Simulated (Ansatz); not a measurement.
# AlN: the cost of one run

Method: DFT PBE, scalar-relativistic, plane waves, PAW, in Ansatz 0.2.0.

## 1. The structure to begin with

The cell holds 14 atoms (Al7N7): a = 5.226 Å, b = 5.611 Å, c = 5.505 Å, α = 86.11°, β = 90.29°, γ = 88.41°.

It is the last frame of an earlier stage of the same melt, run at 2740 K.

Structure file:

```cif
data_structure
_symmetry_space_group_name_H-M 'P 1'
_symmetry_Int_Tables_number 1
_cell_length_a 5.2260
_cell_length_b 5.6114
_cell_length_c 5.5052
_cell_angle_alpha 86.112
_cell_angle_beta 90.285
_cell_angle_gamma 88.408
_cell_volume 161.00
loop_
_atom_site_label
_atom_site_type_symbol
_atom_site_fract_x
_atom_site_fract_y
_atom_site_fract_z
_atom_site_occupancy
Al1 Al 0.53892 0.77189 0.23114 1
Al2 Al 0.97146 0.59617 0.65808 1
Al3 Al 0.86370 0.06050 0.85024 1
Al4 Al 0.18636 0.13682 0.31097 1
Al5 Al 0.04461 0.58742 0.16713 1
Al6 Al 0.38845 0.28024 0.78012 1
Al7 Al 0.70973 0.21057 0.31307 1
N1 N 0.14381 0.86414 0.72530 1
N2 N 0.36221 0.49411 0.32969 1
N3 N 0.88973 0.83002 0.30962 1
N4 N 0.29732 0.03657 0.59064 1
N5 N 0.48939 0.06202 0.04772 1
N6 N 0.06877 0.37504 0.88990 1
N7 N 0.71471 0.33819 0.61412 1
```

## 2. Stage at 1520 K

One k point, a Fermi-Dirac width of 0.131 eV and a fixed cell.

The input, input.yaml:

```yaml
crystal:
  lattice:
    - [5.225388, 0.075452, -0.014681]
    - [0.075452, 5.607676, 0.188637]
    - [-0.014681, 0.188637, 5.501923]
  atoms:
    - { symbol: Al, position: [0.538922379, 0.7718929946, 0.2311439451] }
    - { symbol: Al, position: [0.9714578027, 0.5961692147, 0.6580839219] }
    - { symbol: Al, position: [0.8637017544, 0.0604954111, 0.8502376075] }
    - { symbol: Al, position: [0.1863575328, 0.1368177076, 0.3109717167] }
    - { symbol: Al, position: [0.0446121886, 0.5874215758, 0.1671298934] }
    - { symbol: Al, position: [0.3884515486, 0.2802372073, 0.7801205966] }
    - { symbol: Al, position: [0.709731513, 0.2105668259, 0.313069735] }
    - { symbol: "N", position: [0.1438075214, 0.8641436563, 0.7253042383] }
    - { symbol: "N", position: [0.3622071527, 0.494107775, 0.3296876949] }
    - { symbol: "N", position: [0.8897305086, 0.8300207204, 0.3096218627] }
    - { symbol: "N", position: [0.29731655, 0.0365749013, 0.5906441208] }
    - { symbol: "N", position: [0.4893907288, 0.0620186159, 0.0477174696] }
    - { symbol: "N", position: [0.0687651981, 0.375043834, 0.889900399] }
    - { symbol: "N", position: [0.7147061521, 0.3381857239, 0.6141179906] }
  symmetry: { detect: false }
basis:
  ecutwfc: 420
  xc_grid: 1
kpoints:
  mp_grid: { grid: [1, 1, 1], shift: [0.0, 0.0, 0.0] }
hamiltonian:
  xc: pbe
scf:
  occupations: { method: fermi_dirac, width: 0.131 }
  lower_state_search: "off"
  convergence: { dr2_threshold: 1.0e-05 }
output:
  forces: true
  stress: true
md:
  timestep: 2.0
  n_steps: 250
  ensemble: nvt_langevin
  friction: 0.03
  temperature: 1520.0
  initial_velocities: maxwell_boltzmann
  seed: 27171
```

Launch:

```sh
> ansatz run input.yaml --threads 2 --pin off --max-ram 5120MiB --backend cpu --events-out ev --progress --plain --runs-dir out
```

**Question.** How long does this run take on 2 threads of Arm Neoverse V1, shared host, and how much memory does it need?

About 79 s, with a peak of 0.29 GiB.
